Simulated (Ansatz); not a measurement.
Li₃N (Li3N type, space group P6/mmm)

```
Li3N
1.0
    3.63435     0.00000     0.00000
   -1.81718     3.14744     0.00000
    0.00000     0.00000     3.86452
Li N
3 1
Cartesian
  0.00000   0.00000   1.93226
  0.00000   2.09830   0.00000
  1.81718   1.04915   0.00000
  0.00000   0.00000   0.00000
```

The slice is a (0001) plane (indices of the conventional cell) through the point (0.000, 0.000, 0.500) (fractional), spanned by u = [110] and v = [1 -1 0] in vectors of this cell: u (3.63 Å) and v (6.29 Å, at 90° to u). It covers one period; positions are fractions (u, v).

All values below come from PBE (plane waves to 420 eV, PAW, scalar-relativistic; Ansatz, a program for electronic structure). k mesh 10×10×9. Near the nuclei the fields are pseudised (PAW); where an atom keeps semicore shells as valence, they peak there. Li3N was relaxed with its symmetry unable to fall.

Predict the map of the electrostatic potential energy of an electron, from the cell's mean on the slice.


```
|xxxxxxxx--**%%@@@@@@%%**--xxxxxx|
|xxxxxx  ==##@@@@@@@@@@##==  xxxx|
|xxxx  ==**%%@@@@@@@@@@%%**==  xx|
|----==**%%@@@@@@@@@@@@@@%%**==--|
|****##%%@@@@@@@@@@@@@@@@@@%%##**|
|%%%%@@@@@@@@@@@@@@@@@@@@@@@@@@%%|
|@@@@@@@@@@@@@@@@@@@@@@@@@@@@@@@@|
|@@@@@@@@@@@@@@%%%%%%@@@@@@@@@@@@|
|@@@@@@@@@@%%##******##%%@@@@@@@@|
|@@@@@@@@%%**==------==**%%@@@@@@|
|@@@@@@%%**==  xxxxxx  ==**%%@@@@|
|@@@@@@##==  xxxxxxxxxx  ==##@@@@|
|@@@@%%**--xxxxxxxxxxxxxx--**%%@@|
|@@@@%%**--xxxxxxxxxxxxxx--**%%@@|
|@@@@%%**--xxxxxxxxxxxxxx--**%%@@|
|@@@@@@##==  xxxxxxxxxx  ==##@@@@|
|@@@@@@%%**==  xxxxxx  ==**%%@@@@|
|@@@@@@@@%%**==------==**%%@@@@@@|
|@@@@@@@@@@%%##******##%%@@@@@@@@|
|@@@@@@@@@@@@@@%%%%%%@@@@@@@@@@@@|
|@@@@@@@@@@@@@@@@@@@@@@@@@@@@@@@@|
|%%%%@@@@@@@@@@@@@@@@@@@@@@@@@@%%|
|****##%%@@@@@@@@@@@@@@@@@@%%##**|
|----==**%%@@@@@@@@@@@@@@%%**==--|
|xxxx  ==**%%@@@@@@@@@@%%**==  xx|
|xxxxxx  ==##@@@@@@@@@@##==  xxxx|
|xxxxxxxx--**%%@@@@@@%%**--xxxxxx|
|xxxxxxxx--**%%@@@@@@%%**--xxxxxx|
```
Scale: ten equal steps from -0.97 (start of ' ') to 4.35 (end of '@'), in the order ' .:-=+*#%@'. Values: electrostatic potential energy of an electron, from the cell's mean, in eV. The map has 16 points along u (two characters each, u = 0 at the left) and 28 along v (v = 0 in the bottom row). Points within 0.8 Å of a nucleus are blanked (x), as the pseudised field means little there. The zero, the cell's mean, hangs on the PAW cores.
